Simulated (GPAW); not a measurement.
Runs of GPAW 26.7.0 on ZnSe (Stilleite). It takes space group F-43m (No. 216, cubic). Conventional cell: a = 5.668 Å, b = 5.668 Å, c = 5.668 Å, α = 90.00°, β = 90.00°, γ = 90.00°. Se (site symmetry -43m) is surrounded by 4 Zn at 2.45 Å. Zn (site symmetry -43m) has 4 Se at 2.45 Å as nearest neighbours. 

| task | level | potentials or basis | spin | cell | k mesh | cutoff (eV) | smearing | maxiter | band path | band points | spin axis theta (degrees) | spin axis phi (degrees) | gap on the mesh (eV) | pressure (GPa) | V0 of scaled cells (Å³/atom) | B0 (GPa) |
| --- | --- | --- | --- | --- | --- | --- | --- | --- | --- | --- | --- | --- | --- | --- | --- | --- |
| band structure | mBEEF | GPAW PAW data sets (gpaw-data 1.2.1), pw | SOC, no magnetisation | as given | 7 × 7 × 7 | 600 | fermi-dirac 0.05 eV | 150 | GXWKGLUWLK,UX | 80 | 90 | 45 | (a) | 0.9 | - | - |
| equation of state | PBEsol+D3 | PAW data sets generated in the run's folder for this functional, pw | off | as given | 7 × 7 × 7 | 600 | fermi-dirac 0.05 eV | 150 | - | - | - | - | - | - | 21.69 | 72 |
| band structure | C09-vdW | GPAW PAW data sets (gpaw-data 1.2.1), pw | SOC, no magnetisation | as given | 7 × 7 × 7 | 600 | fermi-dirac 0.05 eV | 150 | GXWKGLUWLK,UX | 100 | 0 | 0 | 1.10 | - | - | - |
| equation of state | PBEsol | PAW data sets generated in the run's folder for this functional, pw | off | as given | 8 × 8 × 8 | 600 | fermi-dirac 0.05 eV | 150 | - | - | - | - | - | - | 22.35 | (b) |
| single point | LDA | the program's PAW data sets (release 1.2.1) made for this functional, pw | off | as given | 7 × 7 × 7 | 450 | fermi-dirac 0.05 eV | 120 | - | - | - | - | 1.04 | (c) | - | - |
| dielectric tensor | LDA | the program's PAW data sets (release 1.2.1) made for this functional, pw | off | as given | 7 × 7 × 7 | 450 | fermi-dirac 0.001 eV | 150 | - | - | - | - | 1.04 | - | - | - |
| single point | PBEsol | PAW data sets generated in the run's folder for this functional, pw | off | atoms moved at random, drawn with an rms of 0.05 Å | 8 × 8 × 8 | 600 | fermi-dirac 0.05 eV | 150 | - | - | - | - | 1.12 | -1.1 | - | - |

Problem. Estimate the missing entries.

Solution. (a) 1.91; (b) 65; (c) -4.0.

Caveats: spin-orbit coupling was added after a scalar SCF, so levels and gaps hold it while energy, forces, pressure and moments don't (some runs); this program's spin-orbit splittings come out too wide for heavy elements (some runs); the PAW data sets were made with another functional, which shifts forces and pressure a little (some runs); the cutoff is short for stress and forces, so pressures can be off by a GPa or more (some runs); the long-wavelength limit can be off by several per cent where d states take part (some runs).

A k mesh can miss the band edges, and rows without SOC leave out spin-orbit coupling on Se.

Runs at the PBE level aren't shown here.
